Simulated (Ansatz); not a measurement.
BN (wurtzite), relaxed with r2SCAN in the PAW code Ansatz. Space group P6_3mc (No. 186), hexagonal; a = 2.544 Å, c = 4.208 Å in the conventional setting, 5.90 Å³ an atom. Around B lie 4 N at 1.56–1.58 Å; around N lie 4 B at 1.56–1.58 Å.

The axes x, y and z are those of this cell:
```xyz
4
Lattice="2.5440 0.0000 0.0000 -1.2720 2.2031 0.0000 0.0000 0.0000 4.2078" Properties=species:S:1:pos:R:3 pbc="T T T"
B     0.0000    1.4688    0.0009
B     1.2720    0.7344    2.1048
N     0.0000    1.4688    1.5771
N     1.2720    0.7344    3.6810
```

Unstrained: The PBE gap is indirect, 5.207 eV (Γ to K), below the direct gap of 8.298 eV at Γ–M (0.20 of the way from Γ). The r2SCAN gap is indirect, 5.752 eV (Γ to K), below the direct gap of 9.001 eV at Γ–M (0.20 of the way from Γ). The HSE06 gap is indirect, 6.530 eV (Γ to K), below the direct gap of 9.956 eV at Γ–M (0.22 of the way from Γ). Meshes: PBE 12×12×6, r2SCAN 12×12×6, HSE06 9×9×4. Strains are changes of length per length. After each strain the atoms were relaxed again with r2SCAN within the symmetry that the strain leaves, so tilts or polar shifts that break it weren't tested; points keep the names that they have in the unstrained zone. Spin-unpolarised throughout; all numbers are computed.

(1) Estimate what uniaxial +3.0 % along z, other directions held does to the gap.

(2) Estimate what uniaxial +2.0 % along z, other directions held does to the gap.

(3) Estimate what uniaxial -4.0 % along z, other directions held does to the gap.

(4) Apply uniaxial +4.0 % along z, other directions held. How far does the gap move, against the unstrained cell?

(5) Apply uniaxial -2.0 % along z, other directions held. How far does the gap move, against the unstrained cell?

(6) Estimate what uniaxial -1.0 % along z, other directions held does to the gap.

(7) Estimate what uniaxial -3.0 % along z, other directions held does to the gap.

(8) Apply uniaxial +1.0 % along z, other directions held. How far does the gap move, against the unstrained cell?

(9) Order the strained cells by their HSE06 gap, smallest first.
A. uniaxial +1.0 % along z, other directions held
B. uniaxial -4.0 % along z, other directions held
C. uniaxial -2.0 % along z, other directions held
D. uniaxial -1.0 % along z, other directions held
E. uniaxial +4.0 % along z, other directions held
F. uniaxial +3.0 % along z, other directions held
G. uniaxial -3.0 % along z, other directions held
H. uniaxial +2.0 % along z, other directions held

## Answers

(1) PBE: the gap goes from 5.207 to 5.241 eV (+0.034 eV); with r2SCAN the top three valence levels at Γ, grouped 2+1 from the top over 271 meV, become 2+1 over 293 meV. r2SCAN: the gap goes from 5.752 to 5.776 eV (+0.024 eV). HSE06: the gap goes from 6.530 to 6.566 eV (+0.036 eV). The r2SCAN energy rises by 16.3 meV an atom.

(2) PBE: the gap goes from 5.207 to 5.213 eV (+0.006 eV); with r2SCAN the top three valence levels at Γ, grouped 2+1 from the top over 271 meV, become 2+1 over 297 meV. r2SCAN: the gap goes from 5.752 to 5.751 eV (-0.001 eV). HSE06: the gap goes from 6.530 to 6.536 eV (+0.006 eV). The r2SCAN energy rises by 7.4 meV an atom.

(3) PBE: the gap goes from 5.207 to 5.360 eV (+0.153 eV); with r2SCAN the top three valence levels at Γ, grouped 2+1 from the top over 271 meV, become 2+1 over 106 meV. r2SCAN: the gap goes from 5.752 to 5.924 eV (+0.172 eV). HSE06: the gap goes from 6.530 to 6.687 eV (+0.157 eV). The r2SCAN energy rises by 34.4 meV an atom.

(4) PBE: the gap goes from 5.207 to 5.289 eV (+0.082 eV). r2SCAN: the gap goes from 5.752 to 5.821 eV (+0.069 eV). HSE06: the gap goes from 6.530 to 6.615 eV (+0.085 eV). The r2SCAN energy rises by 28.0 meV an atom.

(5) PBE: the gap goes from 5.207 to 5.259 eV (+0.052 eV); with r2SCAN the top three valence levels at Γ, grouped 2+1 from the top over 271 meV, become 2+1 over 203 meV. r2SCAN: the gap goes from 5.752 to 5.814 eV (+0.062 eV). HSE06: the gap goes from 6.530 to 6.584 eV (+0.054 eV). The r2SCAN energy rises by 8.2 meV an atom.

(6) PBE: the gap goes from 5.207 to 5.227 eV (+0.020 eV); with r2SCAN the top three valence levels at Γ, grouped 2+1 from the top over 271 meV, become 2+1 over 241 meV. r2SCAN: the gap goes from 5.752 to 5.776 eV (+0.024 eV). HSE06: the gap goes from 6.530 to 6.550 eV (+0.020 eV). The r2SCAN energy rises by 2.0 meV an atom.

(7) PBE: the gap goes from 5.207 to 5.304 eV (+0.097 eV); with r2SCAN the top three valence levels at Γ, grouped 2+1 from the top over 271 meV, become 2+1 over 158 meV. r2SCAN: the gap goes from 5.752 to 5.864 eV (+0.112 eV). HSE06: the gap goes from 6.530 to 6.630 eV (+0.100 eV). The r2SCAN energy rises by 18.9 meV an atom.

(8) PBE: the gap goes from 5.207 to 5.202 eV (-0.005 eV); with r2SCAN the top three valence levels at Γ, grouped 2+1 from the top over 271 meV, become 2+1 over 289 meV. r2SCAN: the gap goes from 5.752 to 5.743 eV (-0.009 eV). HSE06: the gap goes from 6.530 to 6.525 eV (-0.005 eV). The r2SCAN energy rises by 1.9 meV an atom.

(9) A (6.52 eV), H (6.54 eV), D (6.55 eV), F (6.57 eV), C (6.58 eV), E (6.61 eV), G (6.63 eV), B (6.69 eV).

The meshes of the hybrids are coarse, so their gaps aren't converged to the digits shown.

The splittings at Γ are without spin-orbit coupling, which regroups them where it is of like size or larger.
